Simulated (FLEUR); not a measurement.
# Ti (P6_3/mmc) in FLEUR: a series of runs

The runs below take Ti through band structure, equation of state, with PBEsol.

Program: FLEUR MaX-R8.1 (later development tree). These are calculated values, not measurements. Logs are shortened: lines on timing, memory, paths and dates and some standing lists are left out, and cuts for length are marked.

## Step 1: Starting point

It takes space group P6_3/mmc (No. 194, hexagonal). The conventional cell has a = 2.950 Å, b = 2.950 Å, c = 4.680 Å, α = 90.00°, β = 90.00°, γ = 120.00°. Around Ti (site symmetry -6m2) lie 12 Ti at 2.89 to 2.95 Å.

## Step 2: Band structure, PBEsol

Contents of inp.xml:

```xml
<?xml version="1.0" encoding="UTF-8" standalone="no"?>
<fleurInput fleurInputVersion="0.39">
   <comment>
      Ti                                                                                                  
   </comment>
   <calculationSetup>
      <cutoffs Kmax="4.1" Gmax="12.7" GmaxXC="12.7" numbands="0"/>
      <scfLoop itmax="60" minDistance="0.00001" maxIterBroyd="15" imix="Anderson" alpha="0.05" precondParam="0.0" spinf="2.0" sdNocoIR="T"/>
      <coreElectrons ctail="T" frcor="F" kcrel="0" coretail_lmax="0"/>
      <xcFunctional name="PBEs" relativisticCorrections="F"/>
      <magnetism jspins="1"/>
      <soc l_soc="F" theta="0.0" phi="0.0" spav="F"/>
      <expertModes spex="0" secvar="F"/>
      <geometryOptimization l_f="F" forcealpha="1.0" forcemix="BFGS" epsdisp="0.00001" epsforce="0.00001"/>
      <ldaU l_linMix="F" mixParam="0.05" spinf="1.0"/>
   </calculationSetup>
   <cell>
      <bzIntegration valenceElectrons="24.0" mode="hist" fermiSmearingEnergy="0.00183747">
         <kPointListSelection listName="default-1"/>
         <!-- k-points included here -->
         <xi:include xmlns:xi="http://www.w3.org/2001/XInclude" href="kpts.xml"> </xi:include>
      </bzIntegration>
      <!-- symmetry operations included here -->
      <xi:include xmlns:xi="http://www.w3.org/2001/XInclude" href="sym.xml"> </xi:include>
      <bulkLattice scale="1.0">
         <bravaisMatrix>
            <row-1>    5.5746920675700000     0.0000000000000000     0.0000000000000000</row-1>
            <row-2>   -2.7873460337850000     4.8278249488590683     0.0000000000000000</row-2>
            <row-3>    0.0000000000000000     0.0000000000000000     8.8439182631279998</row-3>
         </bravaisMatrix>
      </bulkLattice>
   </cell>
   <atomSpecies>
      <species name="Titanium (Ti)" element="Ti" atomicNumber="22">
         <mtSphere radius="2.53" gridPoints="837" logIncrement="0.014"/>
         <atomicCutoffs lmax="10" lnonsphr="8"/>
         <electronConfig flipSpins="F">
            <coreConfig>(1s1/2) (2s1/2) (2p1/2) (2p3/2)</coreConfig>
            <valenceConfig>(3s1/2) (3p1/2) (3p3/2) (4s1/2) (3d3/2) (3d5/2)</valenceConfig>
            <stateOccupation state="(3d3/2)" spinUp="0.400000" spinDown="0.400000"/>
            <stateOccupation state="(3d5/2)" spinUp="0.600000" spinDown="0.600000"/>
         </electronConfig>
         <energyParameters s="4" p="4" d="3" f="4"/>
         <lo type="SCLO" l="0" n="3" eDeriv="0"/>
         <lo type="SCLO" l="1" n="3" eDeriv="0"/>
         <lo type="SCLO" l="1" n="3" eDeriv="1"/>
         <lo type="SCLO" l="2" n="3" eDeriv="2"/>
         <lo type="SCLO" l="3" n="4" eDeriv="2"/>
      </species>
   </atomSpecies>
   <atomGroups>
      <atomGroup species="Titanium (Ti)">
         <relPos label="                   1">-1.000/3.000 1.000/3.000 -1.000/4.000</relPos>
         <relPos label="                   2">1.000/3.000 -1.000/3.000 1.000/4.000</relPos>
         <force calculate="T" relaxXYZ="TTT"/>
      </atomGroup>
   </atomGroups>
   <output dos="F" band="F" slice="F">
      <checks vchk="F" cdinf="F"/>
      <bandDOS minEnergy="-.5*Htr" maxEnergy="0.5*Htr" sigma="0.015" storeEVData="T"/>
      <vacuumDOS vacdos="F" integ="F" star="F" nstars="0" locx1="0.0" locy1="0.0" locx2="0.0" locy2="0.0" nstm="0" tworkf="0.0"/>
      <unfoldingBand unfoldBand="F" supercellX="1" supercellY="1" supercellZ="1"/>
      <plotting iplot="0" polar="F">
         <plot TwoD="T" vec1="  1.0  0.0  0.0" vec2="  0.0  1.0  0.0" vec3="  0.0  0.0  1.0" zero="  0.0  0.0  0.0" file="plot"/>
      </plotting>
      <chargeDensitySlicing numkpt="0" minEigenval="0.0" maxEigenval="0.0" nnne="0" pallst="F"/>
      <specialOutput eonly="F"/>
      <moessbauerParams electricFieldGradient="T" isomerShift="T" coreHyperfine="T" valenceHyperfine="T"/>
      <magneticCircularDichroism mcd="F" energyLo="-10.0" energyUp="0.0"/>
   </output>
  <!-- We include the file relax.xml here to enable relaxations (see documentation) -->
  <xi:include xmlns:xi="http://www.w3.org/2001/XInclude" href="relax.xml"> <xi:fallback/> </xi:include>
</fleurInput>
```

Contents of crystal.txt:

```
Ti
&input cartesian=F /
2.9500000000  0.0000000000  0.0000000000
-1.4750000000  2.5547749412  0.0000000000
0.0000000000  0.0000000000  4.6800000000
1.8897261246
1.0 1.0 1.0

2
22 0.6666666667  0.3333333333  0.7500000000
22 0.3333333333  0.6666666667  0.2500000000

&kpt div1=10 div2=10 div3=6 gamma=T /
```

Contents of inp.xml (bands):

```
<?xml version="1.0" encoding="UTF-8" standalone="no"?>
<fleurInput fleurInputVersion="0.39">
   <comment>
      Ti                                                                                                  
   </comment>
   <calculationSetup>
      <cutoffs Kmax="4.1" Gmax="12.7" GmaxXC="12.7" numbands="0"/>
      <scfLoop itmax="60" minDistance="0.00001" maxIterBroyd="15" imix="Anderson" alpha="0.05" precondParam="0.0" spinf="2.0" sdNocoIR="T"/>
      <coreElectrons ctail="T" frcor="F" kcrel="0" coretail_lmax="0"/>
      <xcFunctional name="PBEs" relativisticCorrections="F"/>
      <magnetism jspins="1"/>
      <soc l_soc="F" theta="0.0" phi="0.0" spav="F"/>
      <expertModes spex="0" secvar="F"/>
      <geometryOptimization l_f="F" forcealpha="1.0" forcemix="BFGS" epsdisp="0.00001" epsforce="0.00001"/>
      <ldaU l_linMix="F" mixParam="0.05" spinf="1.0"/>
   </calculationSetup>
   <cell>
      <bzIntegration valenceElectrons="24.0" mode="hist" fermiSmearingEnergy="0.00183747">
         <kPointListSelection listName="path-1"/>
         <!-- k-points included here -->
         <xi:include xmlns:xi="http://www.w3.org/2001/XInclude" href="kpts.xml"> </xi:include>
      </bzIntegration>
      <!-- symmetry operations included here -->
      <xi:include xmlns:xi="http://www.w3.org/2001/XInclude" href="sym.xml"> </xi:include>
      <bulkLattice scale="1.0">
         <bravaisMatrix>
            <row-1>    5.5746920675700000     0.0000000000000000     0.0000000000000000</row-1>
            <row-2>   -2.7873460337850000     4.8278249488590683     0.0000000000000000</row-2>
            <row-3>    0.0000000000000000     0.0000000000000000     8.8439182631279998</row-3>
         </bravaisMatrix>
      </bulkLattice>
   </cell>
   <atomSpecies>
      <species name="Titanium (Ti)" element="Ti" atomicNumber="22">
         <mtSphere radius="2.53" gridPoints="837" logIncrement="0.014"/>
         <atomicCutoffs lmax="10" lnonsphr="8"/>
         <electronConfig flipSpins="F">
            <coreConfig>(1s1/2) (2s1/2) (2p1/2) (2p3/2)</coreConfig>
            <valenceConfig>(3s1/2) (3p1/2) (3p3/2) (4s1/2) (3d3/2) (3d5/2)</valenceConfig>
            <stateOccupation state="(3d3/2)" spinUp="0.400000" spinDown="0.400000"/>
            <stateOccupation state="(3d5/2)" spinUp="0.600000" spinDown="0.600000"/>
         </electronConfig>
         <energyParameters s="4" p="4" d="3" f="4"/>
         <lo type="SCLO" l="0" n="3" eDeriv="0"/>
         <lo type="SCLO" l="1" n="3" eDeriv="0"/>
         <lo type="SCLO" l="1" n="3" eDeriv="1"/>
         <lo type="SCLO" l="2" n="3" eDeriv="2"/>
         <lo type="SCLO" l="3" n="4" eDeriv="2"/>
      </species>
   </atomSpecies>
   <atomGroups>
      <atomGroup species="Titanium (Ti)">
         <relPos label="                   1">-1.000/3.000 1.000/3.000 -1.000/4.000</relPos>
         <relPos label="                   2">1.000/3.000 -1.000/3.000 1.000/4.000</relPos>
         <force calculate="T" relaxXYZ="TTT"/>
      </atomGroup>
   </atomGroups>
   <output dos="F" band="T" slice="F">
      <checks vchk="F" cdinf="F"/>
      <bandDOS minEnergy="-.5*Htr" maxEnergy="0.5*Htr" sigma="0.015" storeEVData="T"/>
      <vacuumDOS vacdos="F" integ="F" star="F" nstars="0" locx1="0.0" locy1="0.0" locx2="0.0" locy2="0.0" nstm="0" tworkf="0.0"/>
      <unfoldingBand unfoldBand="F" supercellX="1" supercellY="1" supercellZ="1"/>
      <plotting iplot="0" polar="F">
         <plot TwoD="T" vec1="  1.0  0.0  0.0" vec2="  0.0  1.0  0.0" vec3="  0.0  0.0  1.0" zero="  0.0  0.0  0.0" file="plot"/>
      </plotting>
      <chargeDensitySlicing numkpt="0" minEigenval="0.0" maxEigenval="0.0" nnne="0" pallst="F"/>
      <specialOutput eonly="F"/>
      <moessbauerParams electricFieldGradient="T" isomerShift="T" coreHyperfine="T" valenceHyperfine="T"/>
      <magneticCircularDichroism mcd="F" energyLo="-10.0" energyUp="0.0"/>
   </output>
  <!-- We include the file relax.xml here to enable relaxations (see documentation) -->
  <xi:include xmlns:xi="http://www.w3.org/2001/XInclude" href="relax.xml"> <xi:fallback/> </xi:include>
</fleurInput>
```

Potentials or basis: all-electron, FLAPW.

Started as:

```console
inpgen -f crystal.txt -profile fastHighL
# inp.xml edited to the form shown
fleur_MPI
fleur_MPI   # second run, on inp.xml (bands)
```

What it wrote:

```text
Welcome to FLEUR        (www.flapw.de)
      MaX-Release 8.1          (www.max-centre.eu)

 ========== k-point set info ==========
 Selected k-point list: default-1
 k-point list type: mesh
 10 x 10 x 6
 Number of k points: 56

 ------------Calculation Setup---------------------------
 Number of MPI-tasks      :            1
 Number of PE/node        :            1
 Number of OMP-threads    :            1
 Most efficient MPI parallelization for:
           1           2           4           7           8          14          28          56
 Additional eigenvalue parallelization possible
 Number of basis functions:          360
 Approximate size of matrices (H+S) per k-point:         0.002 GB
 --------------------------------------------------------
 Iteration:     1   Distance:       8.17680715 me/bohr^3
 Iteration:     2   Distance:       7.28009923 me/bohr^3
 Iteration:     3   Distance:       2.68656228 me/bohr^3
 Iteration:     4   Distance:       2.12891337 me/bohr^3
 Iteration:     5   Distance:       0.69141776 me/bohr^3
 Iteration:     6   Distance:       0.18133919 me/bohr^3
 Iteration:     7   Distance:       0.05472929 me/bohr^3
 Iteration:     8   Distance:       0.00671686 me/bohr^3
 Iteration:     9   Distance:       0.00612729 me/bohr^3
 Iteration:    10   Distance:       0.00070934 me/bohr^3
 Iteration:    11   Distance:       0.00086612 me/bohr^3
 Iteration:    12   Distance:       0.00007936 me/bohr^3
 Iteration:    13   Distance:       0.00002411 me/bohr^3
 Iteration:    14   Distance:       0.00000466 me/bohr^3

 ********************************************************************
 Run finished successfully
 Stop message:
   all done
 ********************************************************************
```

output (bands):

```text
Welcome to FLEUR        (www.flapw.de)
      MaX-Release 8.1          (www.max-centre.eu)

 ========== k-point set info ==========
 Selected k-point list: path-1
 k-point list type: path
 Number of k points: 60

 ------------Calculation Setup---------------------------
 Number of MPI-tasks      :            1
 Number of PE/node        :            1
 Number of OMP-threads    :            1
 Most efficient MPI parallelization for:
           1           2           3           4           5           6          10          12          15          20          30          60
 Additional eigenvalue parallelization possible
 Number of basis functions:          358
 Approximate size of matrices (H+S) per k-point:         0.002 GB
 --------------------------------------------------------
 Fermi energy correction for metals:
 Fermi energy in bands.* files may not be consistent with last density.
 Please correct it manually (e.g. in band.gnu file).

 Note: Band structure data (together with different weights) is also stored in the banddos.hdf file.
       A convenient way of extracting and plotting the data from that file is by making use of the

 ********************************************************************
 Run finished successfully
 Stop message:
   Charge density postprocessing done.
 ********************************************************************
```

out.xml (last iteration):

```text
<iteration numberForCurrentRun="   14" overallNumber="   14">
         <energyParameters units="Htr">
            <atomicEP atomType="1" spin="1" branch="4s" branchLowest="-1.74" branchHighest="1.87" value="0.2234038221"/>
            <atomicEP atomType="1" spin="1" branch="4p" branchLowest="-0.85" branchHighest="2.34" value="0.3361370802"/>
            <atomicEP atomType="1" spin="1" branch="3d" branchLowest="-9.99" branchHighest="0.54" value="0.3340397253"/>
            <atomicEP atomType="1" spin="1" branch="4f" branchLowest="-9.99" branchHighest="2.84" value="0.6215279157"/>
            <loAtomicEP atomType="1" spin="1" branch="3s" branchLowest="-19.17" branchHighest="-1.74" value="-1.7583272513"/>
            <loAtomicEP atomType="1" spin="1" branch="3p" branchLowest="-15.78" branchHighest="-0.85" value="-0.8901285823"/>
            <loAtomicEP atomType="1" spin="1" branch="3p" branchLowest="-15.78" branchHighest="-0.85" value="-0.8901285823"/>
            <loAtomicEP atomType="1" spin="1" branch="3d" branchLowest="-9.99" branchHighest="0.54" value="0.3336387514"/>
            <loAtomicEP atomType="1" spin="1" branch="4f" branchLowest="-9.99" branchHighest="2.84" value="0.6215306970"/>
         </energyParameters>
         <eigenvalues>
            <eigenvaluesAt spin="1" ikpt="1" k_x="0.00000000" k_y="0.00000000" k_z="0.00000000">
                      -1.7626552191       -1.7578257291       -0.9061541355       -0.8832145472       -0.8832145472
                      -0.8809616037       -0.8796353799       -0.8796353799        0.0915199667        0.2202258137
                       0.3441871311        0.3461287002        0.3461287002        0.3499424739        0.3640700166
                       0.3640700166        0.3768353279        0.3768353279        0.4322420996
            </eigenvaluesAt>
            <eigenvaluesAt spin="1" ikpt="2" k_x="0.00000000" k_y="0.00000000" k_z="0.16666667">
                      -1.7623359455       -1.7581536539       -0.9045258652       -0.8829754193       -0.8829754193
                      -0.8827134804       -0.8798761387       -0.8798761387        0.0999626945        0.2151838287
                       0.3315842586        0.3427098202        0.3427098202        0.3453453493        0.3596866236
                       0.3596866236        0.3856256611        0.3856256611        0.4325205191
[... 22 lines left out ...]
            <totalCharge value="23.9999999999"/>
         </valenceDensity>
         <coreStates atomType="     1" atomicNumber=" 22" spin="1" kinEnergy="    792.0310528269" eigValSum="   -489.3078621438" lostElectrons=" 0.000000">
            <state n="1" l="0" j="0.5" energy="-178.1433339305" weight="1.0000000000"/>
            <state n="2" l="0" j="0.5" energy="-19.1721045447" weight="1.0000000000"/>
            <state n="2" l="1" j="0.5" energy="-15.9206481919" weight="1.0000000000"/>
            <state n="2" l="1" j="1.5" energy="-15.7089222023" weight="2.0000000000"/>
         </coreStates>
         <allElectronCharges>
            <spinDependentCharge spin="1" total="44.0000000" interstitial="2.7471869" mtSpheres="41.2528131"/>
            <totalCharge value="44.0000000002"/>
         </allElectronCharges>
         <moessbauerParams unitsHFF="kG" unitsIS="e/bohr^3" unitsEFG="Htr/bohr^2">
            <coreIsomerShift atomType="1" isTotal="8401.75407">
               <shell n="1" l="0" isomerShift="7719.41974"/>
               <shell n="2" l="0" isomerShift="679.80861"/>
               <shell n="2" l="1" isomerShift="2.52572"/>
            </coreIsomerShift>
            <isomerShift atomType="1" nucleusRadius="0.0000858" averageDensity="8499.79142"/>
            <electricFieldGradient atomType="1" VXX="-0.09291" VYY="-0.09291" VZZ="0.18582" asymParam="0.00000">
            </electricFieldGradient>
         </moessbauerParams>
         <totalEnergy                                    value="    -1705.7422648058" units="Htr">
            <sumOfEigenvalues                            value="     -994.2861627951">
               <coreElectrons value="-978.6157242877"/>
               <valenceElectrons value="-15.6704385074"/>
            </sumOfEigenvalues>
            <densityCoulombPotentialIntegral value="-2608.2815719895"/>
            <densityEffectivePotentialIntegral value="-2716.0747567989"/>
            <chargeDenXCDenIntegral value="-82.4111517391"/>
            <FockExchangeEnergyValence value="0.0000000000"/>
            <FockExchangeEnergyCore value="0.0000000000"/>
            <atomTypeDependentContributions atomType="1">
               <electronNucleiInteractionDifferentMTs value="2022.6468682720"/>
               <MadelungTerm value="-18.3320528037"/>
            </atomTypeDependentContributions>
            <tkbTimesEntropy value="0.0007273911"/>
            <freeEnergy value="-1705.7429921969"/>
            <extrapolationTo0K value="-1705.7426285013"/>
         </totalEnergy>
         <densityConvergence units="me/bohr^3">
            <chargeDensity spin="1" distance="0.0000046562"/>
         </densityConvergence>
      </iteration>
```

It took 31 s on 1 thread of Arm Neoverse V1, shared host; peak memory 0.07 GiB.

What came out:

```yaml
Free_energy: -46415.6314 eV
Band_gap_along_the_path: none (metal or under the smearing width)
Valence_electrons_inside_the_program's_atomic_spheres: Ti 10.63 (radii Ti 2.53 bohr)
```

Levels at the corners of the path, in eV from the Fermi level:
```
point  band 10  band 11  band 12  band 13  band 14  band 15
    Γ    -2.65     0.73     0.78     0.78     0.88     1.27
    M    -2.11    -1.81    -0.62     0.49     0.62     1.16
    K    -1.36    -1.36    -1.27     0.23     0.23     1.48
    Γ    -2.65     0.73     0.78     0.78     0.88     1.27
    A    -4.32     0.09     0.09     0.69     0.69     0.69
    L    -2.50    -0.79    -0.79     1.30     1.30     1.72
    H    -1.21    -1.06    -1.06    -0.21    -0.21     1.66
    A    -4.32     0.09     0.09     0.69     0.69     0.69
    L    -2.50    -0.79    -0.79     1.30     1.30     1.72
    M    -2.11    -1.81    -0.62     0.49     0.62     1.16
    K    -1.36    -1.36    -1.27     0.23     0.23     1.48
    H    -1.21    -1.06    -1.06    -0.21    -0.21     1.66
```

Core levels (eV from the Fermi level):
```tsv
atom	levels
1 Ti	1s1/2 -4856.2, 2s1/2 -530.3, 2p1/2 -441.9, 2p3/2 -436.1
2 Ti	1s1/2 -4856.2, 2s1/2 -530.3, 2p1/2 -441.9, 2p3/2 -436.1
```

## Step 3: Equation of state, PBEsol, 16.58 Å³/atom (volume scaled by 0.94)

inp.xml: that of step 2 with these lines changed.

```diff
@@ -24,3 +24,3 @@
       <xi:include xmlns:xi="http://www.w3.org/2001/XInclude" href="sym.xml"> </xi:include>
-      <bulkLattice scale="1.0">
+      <bulkLattice scale="0.9795861087">
          <bravaisMatrix>
@@ -34,3 +34,3 @@
       <species name="Titanium (Ti)" element="Ti" atomicNumber="22">
-         <mtSphere radius="2.53" gridPoints="837" logIncrement="0.014"/>
+         <mtSphere radius="2.46" gridPoints="837" logIncrement="0.014"/>
          <atomicCutoffs lmax="10" lnonsphr="8"/>
```

Potentials or basis: all-electron, FLAPW.

Started as:

```console
inpgen -f crystal.txt -profile fastHighL
# inp.xml edited to the form shown
fleur_MPI
```

It took 25 s on 1 thread of Arm Neoverse V1, shared host; peak memory 0.08 GiB.

It converged, with:

- Free energy: -46415.6634 eV
- Band gap on the k mesh: none (metal or under the smearing width)
- Valence electrons inside the program's atomic spheres: Ti 10.56 (radii Ti 2.46 bohr)

## Step 4: Equation of state, PBEsol, 16.93 Å³/atom (volume scaled by 0.96)

inp.xml: that of step 3 with these lines changed.

```diff
@@ -24,3 +24,3 @@
       <xi:include xmlns:xi="http://www.w3.org/2001/XInclude" href="sym.xml"> </xi:include>
-      <bulkLattice scale="0.9795861087">
+      <bulkLattice scale="0.9864848297">
          <bravaisMatrix>
```

Started as:

```console
inpgen -f crystal.txt -profile fastHighL
# inp.xml edited to the form shown
fleur_MPI
```

It took 27 s on 1 thread of Arm Neoverse V1, shared host; peak memory 0.08 GiB.

It converged, with:

```yaml
Free_energy: -46415.6626 eV
Band_gap_on_the_k_mesh: none (metal or under the smearing width)
Valence_electrons_inside_the_program's_atomic_spheres: Ti 10.53 (radii Ti 2.46 bohr)
```

(Continued in part 2 of 2.)
